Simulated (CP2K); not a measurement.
Si:

```
CELL_PARAMETERS angstrom
2.53211 0.00000 0.00000
0.00000 2.53211 0.00000
0.00000 0.00000 2.53211
ATOMIC_POSITIONS crystal
Si 0.50000 0.50000 0.50000
```

The cell was built by a generator and needn't be a form met in nature.

Base run:

```yaml
Program: CP2K 2026.2
Functional: PBEsol
Potentials_or_basis: POTENTIAL_UZH Si GTH-PBE-q4; TZVP-MOLOPT-PBE-GTH basis
Density_cutoff: 6123 eV
k_mesh: 10 × 10 × 10
Occupations: fermi-dirac, width 0.05 eV
Spin: no spin polarisation
```

Its results: band gap on the k mesh none (metal or under the smearing width); pressure -1.1 GPa.

Q: The run is repeated on the same cell with these changes: functional from PBEsol to PBE. What comes out?

A: Band gap on the k mesh none (metal or under the smearing width); pressure -0.2 GPa.

PBE binds less tightly than PBEsol, so the same cell stands under more pressure.

Caveats: the basis of atomic orbitals isn't converged, which shifts pressures, moduli and gaps; the potentials were made for another functional, which shifts forces and pressure (some runs).
